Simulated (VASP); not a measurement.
# TiO2 (Rutile): cell size and functional, part 3 of 3

Which functional gives which lattice for TiO2 (Rutile)? The starting structure is a measured crystal structure from the Crystallography Open Database. The first relaxation on each setting starts from this cell expanded by 3 % in volume.

VASP 6.6.1.

Results so far: PBEsol 10.36 Å³ an atom; LDA 10.11 Å³ an atom; PBE 10.68 Å³ an atom; PBEsol + D3(BJ) 10.20 Å³ an atom; r2SCAN 10.45 Å³ an atom; r2SCAN + rVV10 10.39 Å³ an atom.

## (8) Relaxation with vdW-DF-cx (continued)

Level of this step: vdW-DF-cx; plane waves and PAW (Ti_sv, O) (VASP).

Parts of OUTCAR (step 8):

```text
  Total        0.0106469      0.0106469      0.0269592     -0.0000000      0.0000000      0.0000000
  in kB        0.2729550      0.2729550      0.6911566     -0.0000000      0.0000000      0.0000000
  external PRESSURE =       0.4123555 kB  Pullay stress =       0.0000000 kB

 POSITION                                       TOTAL-FORCE (eV/Angst)
 -----------------------------------------------------------------------------------
      2.30053      2.30053      1.47603         0.000000      0.000000     -0.000000
     -0.00000      4.60107      2.95205         0.000000      0.000000     -0.000000
      3.69988      0.90119      1.47603        -0.002457      0.002457     -0.000000
      3.20172      3.20172      2.95205         0.002457      0.002457     -0.000000
      0.90119      3.69988      1.47603         0.002457     -0.002457     -0.000000
      1.39935      1.39935      0.00000        -0.002457     -0.002457      0.000000
 -----------------------------------------------------------------------------------
    total drift:                               -0.000000     -0.000000      0.000000

  FREE ENERGIE OF THE ION-ELECTRON SYSTEM (eV)
  ---------------------------------------------------
  free  energy   TOTEN  =       -42.3872236681 eV

  energy  without entropy=      -42.3872236681  energy(sigma->0) =      -42.38722367

[... 2 parts as in an earlier step ...]

[... 2 further parts left out ...]
[key lines of the parts left out:]
E-fermi :   4.8619
```

With vdW-DF-cx the relaxed cell holds 10.416 Å³ an atom, +0.21 % against the measured cell, with a = 4.601 Å and c = 2.952 Å. That is +0.59 % from PBEsol. Pressures at 0.985 and 1.015 times this volume, from two more relaxations that aren't shown, give a bulk modulus of 222.1 GPa.

## (9) Relaxation with TPSS

TPSS is an older meta-GGA.

File INCAR:

```
SYSTEM = TiO2
PREC = Accurate
ENCUT = 520
EDIFF = 1E-06
NELM = 100
ISMEAR = 0
SIGMA = 0.03
LREAL = .FALSE.
ALGO = Normal
METAGGA = TPSS
LASPH = .TRUE.
NBANDS = 30
LORBIT = 11
LWAVE = .FALSE.
LCHARG = .FALSE.
KPAR = 16
IBRION = 2
NSW = 50
ISIF = 3
EDIFFG = -0.006
```

File POSCAR:

```
TiO2
1.0
    4.6376702839      0.0000000000      0.0000000000
    0.0000000000      4.6376702839      0.0000000000
    0.0000000000      0.0000000000      2.9866830925
Ti O
2 4
Direct
    0.5000000000      0.5000000000      0.5000000000
    0.0000000000      0.0000000000      0.0000000000
    0.8049600000      0.1950400000      0.5000000000
    0.6950400000      0.6950400000      0.0000000000
    0.1950400000      0.8049600000      0.5000000000
    0.3049600000      0.3049600000      0.0000000000
```

File KPOINTS:

```
Automatic mesh
0
Gamma
6 6 8
0 0 0
```

PAW data sets: Ti_sv and O (PBE family, release 64).

On the command line:

```bash
mpirun -np 16 vasp_std
```

What it wrote:

```text
[... set-up lines as in an earlier step ...]
 entering main loop
       N       E                     dE             d eps       ncg     rms          rms(c)
DAV:   1     0.627559242258E+03    0.62756E+03   -0.24594E+04  3000   0.189E+03
DAV:   2     0.324534056275E+02   -0.59511E+03   -0.56924E+03  3186   0.551E+02
DAV:   3    -0.637850420164E+02   -0.96238E+02   -0.92020E+02  4822   0.192E+02
DAV:   4    -0.701343493217E+02   -0.63493E+01   -0.63158E+01  4208   0.475E+01
[...]
DAV:  26    -0.768950924334E+02    0.14068E-04   -0.44607E-05  4662   0.368E-02    0.939E-03
DAV:  27    -0.768950977024E+02   -0.52690E-05   -0.77265E-06  4206   0.152E-02    0.542E-03
DAV:  28    -0.768950980299E+02   -0.32752E-06   -0.32355E-06  3044   0.786E-03
   1 F= -.76895098E+02 E0= -.76895098E+02  d E =-.768951E+02
[...]
2 F= -.76892544E+02 E0= -.76892544E+02  d E =0.255375E-02
[...]
3 F= -.76899010E+02 E0= -.76899010E+02  d E =-.391189E-02
[...]
4 F= -.76899327E+02 E0= -.76899327E+02  d E =-.316732E-03
[...]
5 F= -.76899333E+02 E0= -.76899333E+02  d E =-.323465E-03
[...]
reached required accuracy - stopping structural energy minimisation
```

Run time: 2.2 min. Hardware: 16 MPI ranks of AMD EPYC 9R45, shared host; peak memory 4.1 GiB; 34 min of CPU time.

OUTCAR, selected parts (step 9):

```text
  Total       -0.0013421     -0.0013421      0.0064760      0.0000000      0.0000000      0.0000000
  in kB       -0.0337867     -0.0337867      0.1630260      0.0000000      0.0000000      0.0000000
  external PRESSURE =       0.0318176 kB  Pullay stress =       0.0000000 kB

 POSITION                                       TOTAL-FORCE (eV/Angst)
 -----------------------------------------------------------------------------------
      2.31302      2.31302      1.48699        -0.000000      0.000000      0.000000
      0.00000      0.00000      0.00000        -0.000000      0.000000      0.000000
      3.72144      0.90460      1.48699         0.003062     -0.003062     -0.000000
      3.21763      3.21763      0.00000        -0.003062     -0.003062     -0.000000
      0.90460      3.72144      1.48699        -0.003062      0.003062      0.000000
      1.40842      1.40842      0.00000         0.003062      0.003062      0.000000
 -----------------------------------------------------------------------------------
    total drift:                                0.000000      0.000000      0.000000

  FREE ENERGIE OF THE ION-ELECTRON SYSTEM (eV)
  ---------------------------------------------------
  free  energy   TOTEN  =       -76.8993333863 eV

  energy  without entropy=      -76.8993333863  energy(sigma->0) =      -76.89933339

[... 2 parts as in an earlier step ...]

[... 2 further parts left out ...]
[key lines of the parts left out:]
E-fermi :   4.8351
```

With TPSS the relaxed cell holds 10.607 Å³ an atom, +2.05 % against the measured cell, with a = 4.626 Å and c = 2.974 Å. That is +2.44 % from PBEsol. Pressures at 0.985 and 1.015 times this volume, from two more relaxations that aren't shown, give a bulk modulus of 217.9 GPa.

## (10) All runs side by side

```csv
level,volume (Å³/atom),against the measured cell (%),a (Å),c (Å),bulk modulus (GPa),pressure left (GPa),core minutes
PBEsol,10.355,-0.38,4.5949,2.9427,223.3,-0.04,10.3
LDA,10.109,-2.75,4.5552,2.923,242.0,-0.08,8.69
PBE,10.681,2.75,4.6466,2.9681,202.5,-0.02,6.67
PBEsol + D3(BJ),10.204,-1.83,4.5684,2.9336,233.3,-0.06,11.0
r2SCAN,10.452,0.55,4.6022,2.9608,230.1,0.01,42.4
r2SCAN + rVV10,10.386,-0.08,4.5899,2.9579,236.2,0.01,87.2
vdW-DF-cx,10.416,0.21,4.6011,2.9521,222.1,0.04,57.6
TPSS,10.607,2.05,4.626,2.974,217.9,0.0,34.9
```

Core minutes are wall time times ranks, summed over the relaxations behind a row (those for a bulk modulus apart), on shared hosts.

## (11) Summary of results

```yaml
volume_pbesol: 10.36 Å³/atom
volume_lda: 10.11 Å³/atom
volume_pbe: 10.68 Å³/atom
volume_pbesol_d3_bj: 10.20 Å³/atom
volume_r2scan: 10.45 Å³/atom
volume_r2scan_rvv10: 10.39 Å³/atom
volume_vdw_df_cx: 10.42 Å³/atom
volume_tpss: 10.61 Å³/atom
```

**Reading.** Across 8 levels the volume of TiO2 (Rutile) spans 5.7 %, from 10.11 Å³ an atom (LDA) to 10.68 Å³ (PBE). Against the measured volume of the starting structure, r2SCAN + rVV10 comes nearest (-0.1 %) and PBE lies farthest (+2.8 %). The measured cell holds zero-point expansion and, unless it was taken cold, thermal expansion, which the runs lack, so small differences decide nothing. Adding D3(BJ) to PBEsol changes the volume by -1.5 %. Adding rVV10 to r2SCAN changes the volume by -0.6 %. The bulk modulus goes from 202.5 GPa (PBE) to 242.0 GPa (LDA). All runs keep the symmetry of the start, so they can't find a distortion of lower symmetry. Further runs on this material are not shown.

[Lines on the potential files, build, host, timing and source positions are cut from VASP's logs without a mark.]

[Logs are printed without paths, hosts, clocks, repeated set-up lines and the standing remarks that a program may print on its own settings, such as how far it seeks lower states.]

[Hosts, paths, dates, database ids (printed as entryN), source tags and the programs' standing remarks are cut or masked in the printed files.]
